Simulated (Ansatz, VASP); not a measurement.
# Two plane-wave programs on Mg

INCAR

```
PREC = Accurate
ENCUT = 520
EDIFF = 1E-6
ISMEAR = 0
SIGMA = 0.1
LREAL = F
LASPH = T
NELM = 100
ALGO = Normal
ISIF = 2
LWAVE = F
LCHARG = T
GGA = PS
LELF = T
LVHAR = T
NBANDS = 9
```

File KPOINTS:

```
regular mesh
0
Gamma
  9 9 5
```

File POSCAR:

```
Mg
1.0
    3.2031988900      0.0000000000      0.0000000000
   -1.6015994400      2.7740516100      0.0000000000
    0.0000000000      0.0000000000      5.2010000000
Mg
2
Direct
    0.3333333300      0.6666666700      0.2500000000
    0.6666666700      0.3333333300      0.7500000000
```

Input for Ansatz:

```yaml
crystal:
  lattice:
    - [3.20319889, 0.0, 0.0]
    - [-1.60159944, 2.77405161, 0.0]
    - [0.0, 0.0, 5.201]
  atoms:
    - { symbol: Mg, position: [0.33333333, 0.66666667, 0.25] }
    - { symbol: Mg, position: [0.66666667, 0.33333333, 0.75] }
hamiltonian:
  xc: pbesol
  pseudopotentials: { kind: paw }
basis:
  ecutwfc: 420
kpoints:
  mp_grid: { grid: [9, 9, 5] }
scf:
  occupations: { method: gaussian, width: 0.1 }
  lower_state_search: "off"
output:
  forces: true
  stress: true
  write_density: true
  write_potential: true
  elf: true
  volumetric_format: npy
```

Alike in both runs: task single point; functional PBEsol; k mesh 9 × 9 × 5; occupations gaussian, width 0.1 eV; no spin polarisation.

|  | VASP | Ansatz |
| --- | --- | --- |
| version | VASP 6.6.1 | Ansatz 0.2.0 |
| potentials or method | VASP PAW PBE potentials, release 64 (Mg) | PAW, plane waves, scalar-relativistic |
| plane-wave cutoff (eV) | 520 | 420 |
| valence electrons in the cell | 4 | 20 |

Ansatz gave:

* pressure (GPa): -1.0
* largest component of the traceless stress (GPa): 0.10

Q: Which values does VASP return?

A: Pressure (GPa): -1.0; largest component of the traceless stress (GPa): 0.11.

The two sets of potentials don't hold the same shells in valence.

Caveats: the PAW data sets were made with another functional, which shifts forces and pressure a little (VASP).
